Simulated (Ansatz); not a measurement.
AgO: course of a relaxation

Method: DFT PBEsol, scalar-relativistic, plane waves, PAW (Ansatz). Run with 420 eV cutoff, 12×12×8 k-mesh, Gaussian smearing of 0.10 eV, no spin polarisation.

What was changed: biaxial strain in the a-b plane, c and atoms relaxed: +1.5 %.

Input:

```yaml
crystal:
  lattice:
    - [2.5117879662, 2.5117879662, 0.0]
    - [-2.5117879662, 2.5117879662, 0.0]
    - [0.0, 0.0, 4.9047918709]
  atoms:
    - { symbol: Ag, position: [0.0, 0.0, 0.0] }
    - { symbol: Ag, position: [0.5, 0.5, 0.5] }
    - { symbol: O, position: [0.5, 0.0, 0.25] }
    - { symbol: O, position: [0.0, 0.5, 0.75] }
basis:
  ecutwfc: 420
kpoints:
  mp_grid: { grid: [12, 12, 8] }
hamiltonian:
  xc: pbesol
scf:
  occupations: { method: gaussian, width: 0.1 }
output:
  forces: true
  stress: true
  eigenvalues: true
relax:
  adjacent_minimum: "off"
  f_tol: 0.008
  max_steps: 40
  cell: { stress_tol: 0.015, fix: [a, b, gamma] }
```

F is the free energy. Steps run on the plane waves of an earlier cell, but the last one, and at times one on the way, on a freshly chosen basis, so a repeated geometry can differ a little in energy. The held parts of the cell keep their stress, so P needn't end at zero.

Steps:

| step | F − F(1) (eV) | largest force component (eV/Å) | V (Å³/atom) | P (GPa) |
| --- | --- | --- | --- | --- |
| 1 | 0.0000 | 0.000 | 15.472 | -2.15 |
| 2 | -0.0104 | 0.000 | 15.269 | -0.81 |
| 3 | -0.0140 | 0.000 | 15.115 | 0.25 |
| 4 | -0.0107 | 0.000 | 15.115 | 0.16 |
| 5 | -0.0110 | 0.000 | 15.092 | 0.32 |
| 6 | -0.0107 | 0.000 | 15.092 | 0.32 |

Relaxed structure:

```xyz
4
Lattice="2.5118 2.5118 0.0000 -2.5118 2.5118 0.0000 0.0000 0.0000 4.7842" Properties=species:S:1:pos:R:3 pbc="T T T"
Ag    0.0000    0.0000    0.0000
Ag    0.0000    2.5118    2.3921
O     1.2559    1.2559    1.1961
O    -1.2559    1.2559    3.5882
```

Symmetry: I-4m2, No. 119, tetragonal system. Conventional cell: a = 3.552 Å, b = 3.552 Å, c = 4.784 Å, α = 90.00°, β = 90.00°, γ = 90.00°. Around Ag (site symmetry -4m2) lie 4 O at 2.14 Å. O (site symmetry -4m2) has 4 Ag at 2.14 Å as nearest neighbours.

The run converged. The run took roughly 2.7 core-minutes.